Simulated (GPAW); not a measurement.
# SiNi (Pmmn) in GPAW: single point with PBE

Aim: the single point of SiNi with PBE.

Program: GPAW 26.7.0. These are calculated values, not measurements. Logs are shortened: lines on timing, memory, paths and dates and some standing lists are left out, and cuts for length are marked. The log counts tension as positive stress, the text compression.

### 1 The crystal as given

It takes space group Pmmn (No. 59, orthorhombic). Conventional cell: a = 2.943 Å, b = 3.280 Å, c = 4.677 Å, α = 90.00°, β = 90.00°, γ = 90.00°. Ni (site symmetry mm2) is surrounded by 6 Si at 2.34 to 2.37 Å and 4 Ni at 2.65 Å. Si (site symmetry mm2) has 6 Ni at 2.34 to 2.37 Å and 4 Si at 2.65 Å as nearest neighbours.

The cell is a database's computed one.

### 2 Single point, PBE, collinear spin, antiferromagnetic start

The input, run.py:

```python
from ase.dft.bandgap import bandgap
from ase.io import write
from ase.spacegroup import crystal
from ase.units import GPa
from gpaw import GPAW, PW

# Ni 2a
# Si 2a
atoms = crystal(['Ni', 'Si'],
                basis=[[0.5, 0.5, 0.34249559],
                       [0.5, 0.5, 0.84314316]],
                spacegroup=59, setting=1,  # Pmmn
                cellpar=[2.94277066, 3.28032554, 4.67744676, 90.0, 90.0, 90.0],
                primitive_cell=True)
atoms.set_initial_magnetic_moments([2.0, -2.0, 0.0, 0.0])

calc = GPAW(mode=PW(400),
            xc='PBE',
            kpts={'size': (7, 7, 5), 'gamma': True},
            occupations={'name': 'fermi-dirac', 'width': 0.05},
            nbands=36,
            maxiter=120,
            txt='gpaw.txt')
atoms.calc = calc
energy = atoms.get_potential_energy()
forces = atoms.get_forces()
stress = atoms.get_stress()
calc.write('gs.gpw')
write('result.traj', atoms)
print(f'Energy: {energy:.6f} eV')
print('Forces (eV/A):')
print(forces.round(4))
print('Stress (GPa):', (stress / GPa).round(3))
print('Moments:', calc.get_magnetic_moments().round(3))
print('Fermi level:', round(calc.get_fermi_level(), 4), 'eV')
print(f'Gap: {bandgap(calc)[0]:.4f} eV, direct: {bandgap(calc, direct=True)[0]:.4f} eV')
```

Potentials or basis: GPAW PAW data sets (gpaw-data 1.2.1), pw.

Command:

```bash
> OMP_NUM_THREADS=1 python run.py
```

gpaw.txt:

```text
__  _  _
 | _ |_)|_||  |
 |__||  | ||/\| - 26.7.0

Input parameters:
  mode=PW(ecut=400.0),
  kpts=MonkhorstPack(size=(7, 7, 5), gamma=True),
  maxiter=120,
  nbands=36,
  occupations=Occupations(name='fermi-dirac', width=0.05),
  xc=XC(name='PBE')

Diagonalizing LCAO Hamiltonian
Converting LCAO to pw mode
   .------.
  /|      |
 * | Si   |
 | |      |
 Ni|      |
 | | Ni   |
 | .------.
 Si      /
 *------*

Atoms  # Å, Bohr magnetons
|   | symbol |        x |        y |        z |    initial magnetic moments |
|---|--------|----------|----------|----------|-----------------------------|
| 0 |     Ni | 1.471385 | 1.640163 | 1.602005 | ( 0.0000,  0.0000,  2.0000) |
| 1 |     Ni | 0.000000 | 0.000000 | 3.075442 | ( 0.0000,  0.0000, -2.0000) |
| 2 |     Si | 1.471385 | 1.640163 | 3.943757 | ( 0.0000,  0.0000,  0.0000) |
| 3 |     Si | 0.000000 | 0.000000 | 0.733690 | ( 0.0000,  0.0000,  0.0000) |

Unit cell  # Å
| periodic |        x |        y |        z |  lengths |    angles |
|----------|----------|----------|----------|----------|-----------|
|      yes | 2.942771 | 0.000000 | 0.000000 | 2.942771 | 90.000000 |
|      yes | 0.000000 | 3.280326 | 0.000000 | 3.280326 | 90.000000 |
|      yes | 0.000000 | 0.000000 | 4.677447 | 4.677447 | 90.000000 |

Number of symmetries: 4
Symmetry operations  # r_c * U_cc + t_c -> r_c
|   | kind |            matrix            |
|---|------|------------------------------|
| 0 |  E   |  1, 0, 0,  0, 1, 0,  0, 0, 1 |
| 1 |  σ   |  1, 0, 0,  0,-1, 0,  0, 0, 1 |
| 2 |  σ   | -1, 0, 0,  0, 1, 0,  0, 0, 1 |
| 3 |  C2  | -1, 0, 0,  0,-1, 0,  0, 0, 1 |

BZ-sampling:
  Number of BZ points: 245
  Number of IBZ points: 48

  Monkhorst-Pack size: [7, 7, 5]
  Monkhorst-Pack shift: [0, 0, 0]

K-points  # in reciprocal-cell coordinates
|     |                                coordinates |     weight |
|-----|--------------------------------------------|------------|
|   0 | (  0.00000000,   0.00000000,   0.00000000) | 0.00408163 |
|   1 | (  0.00000000,   0.00000000,   0.20000000) | 0.00816327 |
|   2 | (  0.00000000,   0.00000000,   0.40000000) | 0.00816327 |
|   3 | (  0.00000000,   0.14285714,   0.00000000) | 0.00816327 |
|   4 | (  0.00000000,   0.14285714,   0.20000000) | 0.01632653 |
|   5 | (  0.00000000,   0.14285714,   0.40000000) | 0.01632653 |
|   6 | (  0.00000000,   0.28571429,   0.00000000) | 0.00816327 |
|   7 | (  0.00000000,   0.28571429,   0.20000000) | 0.01632653 |
|   8 | (  0.00000000,   0.28571429,   0.40000000) | 0.01632653 |
|   9 | (  0.00000000,   0.42857143,   0.00000000) | 0.00816327 |
| ... |                                            |            |
|  47 | (  0.42857143,   0.42857143,   0.40000000) | 0.03265306 |

Plane wave coefficients: 830
Cutoff: 400.0 eV

Spin-components: 2 (collinear spins)
Bands:           36
Projectors:      22
Spin-degeneracy: 1
Datatype:        complex128

Parallelization:
  kpt:    1
  domain: 1
  band:   1

Density:
  Valence electrons: 40.0
  Components: 2
  Grid points: [14 16 24]
  Charge: 0.0  # |e|

Potential:
  Grid points: [14 16 24]

species:
  Ni:
    name:    Nickel
    Z:       28.0
    valence: 16
    core:    12
    charge:  0.0  # [|e|]
    compensation charges:
      type: gauss
      rc: 0.36  # [Å]
      lmax: 2
    cutoffs:
      filter: 2.14  # [Å]
      core: 1.98  # [Å]
    projectors
    | kind |    occ | energy [eV] | rcut [Å] |
    |------|--------|-------------|----------|
    |   4s |  2.000 |      -5.642 |    1.164 |
    |   3p |  6.000 |     -71.394 |    1.207 |
    |   4p |  0.000 |      -1.226 |    1.207 |
    |   3d |  8.000 |      -8.875 |    1.138 |
    |    s |        |      21.570 |    1.164 |
    |    d |        |      18.337 |    1.138 |

    Using partial waves for Ni as LCAO basis

  Si:
    name:    Silicon
    Z:       14.0
    valence: 4
    core:    10
    charge:  0.0  # [|e|]
    compensation charges:
      type: gauss
      rc: 0.33  # [Å]
      lmax: 2
    cutoffs:
      filter: 1.86  # [Å]
      core: 2.06  # [Å]
    projectors
    | kind |    occ | energy [eV] | rcut [Å] |
    |------|--------|-------------|----------|
    |   3s |  2.000 |     -10.812 |    1.058 |
    |   3p |  2.000 |      -4.081 |    1.058 |
    |    s |        |      16.399 |    1.058 |
    |    p |        |      23.130 |    1.058 |
    |    d |        |       0.000 |    1.058 |

    Using partial waves for Si as LCAO basis

Reference energy: -98508.685395  # eV

eigensolver:
  PPCG
  Converge bands: occupied
  niter=2

density mixing:
  MSR1-Mixer
  Pratt-step length: 0.05
  Maximum mixing coefficient: 0.75
  Old densities: 10
  SVD Regularization: 0.005
  Good broyden scale: 1.0
  Trust region scale: 1.0
  Backstep threshold: 4.0
  History deletion threshold: 6.0
  Fourier metric: weight=20.0, sigma=0.015

occupation numbers:
  Fermi-Dirac:
    width: 0.0500  # eV

poisson solver:
  ecut: 3200.0  # eV

xc functional:
  name: PBE with 2 nearest neighbor stencil

convergence criteria:
- Maximum [total energy] change in last 3 cyles: 0.0005 eV / valence electron
- Maximum integral of absolute [dens]ity change: 0.0001 electrons / valence electron
- Maximum integral of absolute [eigenst]ate change: 4e-08 eV^2 / valence electron
maximum number of iterations: 120

SCF iterations
|iter     | |      energy | eigst |  dens |  magmom |
|---------|-|-------------|-------|-------|---------|
|iter:   1| |  -25.764275 | +0.62 |       |  +0.0000|
|iter:   2| |  -25.815608 | -1.31 | -0.88 |  +0.0000|
|iter:   3| |  -26.732460 | -2.63 | -0.95 |  -0.0004|
|iter:   4| |  -27.105864 | -1.89 | -1.05 |  +0.0014|
|iter:   5| |  -27.020909 | -2.48 | -1.36 |  -0.0018|
|iter:   6| |  -27.095986 | -2.89 | -1.75 |  +0.0005|
|iter:   7| |  -27.010402 | -3.16 | -1.69 |  +0.0003|
|iter:   8| |  -27.013108 | -4.21 | -2.17 |  +0.0005|
|iter:   9| |  -27.013491c| -5.17 | -2.58 |  +0.0004|
|iter:  10| |  -27.013606c| -5.56 | -3.01 |  +0.0003|
|iter:  11| |  -27.013614c| -6.85 | -3.63 |  +0.0002|
|iter:  12| |  -27.013615c| -7.68c| -4.09c|  +0.0001|

Converged in 12 steps
Energy contributions relative to reference atoms: (reference = -98508.685395)

Energy contributions:
  Kinetic:          29.829883
  Coulomb:         -20.261225
  Zero:              0.183322
  External:          0.000000
  Xc:              -36.759979
  Entropy:          -0.011231
  Spinorbit:         0.000000
  ----------------------------
  Free energy:     -27.019231
  Extrapolated:    -27.013615

dipole moment: (-12.384243, -13.804796, 0.000091)  # |e|*Ang

Total magnetic moment: (0.000000, 0.000000, 0.000094)

Local magnetic moments
|        x |        y |         z |
|----------|----------|-----------|
| 0.000000 | 0.000000 | -0.000042 |  # Ni   0
| 0.000000 | 0.000000 |  0.000167 |  # Ni   1
| 0.000000 | 0.000000 |  0.000133 |  # Si   2
| 0.000000 | 0.000000 | -0.000141 |  # Si   3

Fermi level: 10.887
Eigenvalues  # (at kpt = [0.000, 0.000, 0.000])
| band index |      eig [eV] | occ [0-1] |      eig [eV] | occ [0-1] |
|------------|---------------|-----------|---------------|-----------|
|          0 |       -53.693 |     1.000 |       -53.693 |     1.000 |
|        ... |               |           |               |           |
|         12 |         8.004 |     1.000 |         8.004 |     1.000 |
|         13 |         8.054 |     1.000 |         8.054 |     1.000 |
|         14 |         8.118 |     1.000 |         8.118 |     1.000 |
|         15 |         8.177 |     1.000 |         8.177 |     1.000 |
|         16 |         8.557 |     1.000 |         8.557 |     1.000 |
|         17 |         8.892 |     1.000 |         8.892 |     1.000 |
|         18 |         8.897 |     1.000 |         8.897 |     1.000 |
|         19 |         9.492 |     1.000 |         9.492 |     1.000 |
|         20 |        12.117 |     0.000 |        12.117 |     0.000 |
|         21 |        13.667 |     0.000 |        13.667 |     0.000 |
|         22 |        16.095 |     0.000 |        16.095 |     0.000 |
|         23 |        16.484 |     0.000 |        16.484 |     0.000 |
|         24 |        18.179 |     0.000 |        18.179 |     0.000 |
|         25 |        18.650 |     0.000 |        18.650 |     0.000 |
|         26 |        18.789 |     0.000 |        18.789 |     0.000 |
|         27 |        19.782 |     0.000 |        19.782 |     0.000 |
|        ... |               |           |               |           |
|         35 |        28.783 |     0.000 |        28.781 |     0.000 |

No gap
No difference between direct/indirect transitions

Forces  # eV/Ang
|       x |       y |        z |
|---------|---------|----------|
| 0.00000 | 0.00000 |  0.06066 |  # Ni   0
| 0.00000 | 0.00000 | -0.06222 |  # Ni   1
| 0.00000 | 0.00000 |  0.03398 |  # Si   2
| 0.00000 | 0.00000 | -0.03240 |  # Si   3

Stress tensor  # eV/Ang^3
|         x |         y |         z |
|-----------|-----------|-----------|
| -0.042006 |  0.000000 |  0.000000 |
|  0.000000 | -0.046556 |  0.000000 |
|  0.000000 |  0.000000 | -0.044726 |

# Writing to gs.gpw (mode='')
```

Run time: 72 s. Hardware: 1 thread of Arm Neoverse V1, shared host; peak memory 0.21 GiB.

The run converged, but some of its settings lie outside the range that counts as converged, so its numbers aren't taken as properties of the crystal.

What came out:

- Free energy: -27.0192 eV
- Pressure: 7.1 GPa
- Largest force: 0.062 eV/Å
- Band gap on the k mesh: none (metal or under the smearing width)
- Net moment: 0.00 μB per cell

Caveat: the cutoff is short for stress and forces, so pressures can be off by a GPa or more; the starting moments collapsed, and a magnetic state may lie lower; the stock nickel data set gives pressures a few GPa off other programs.
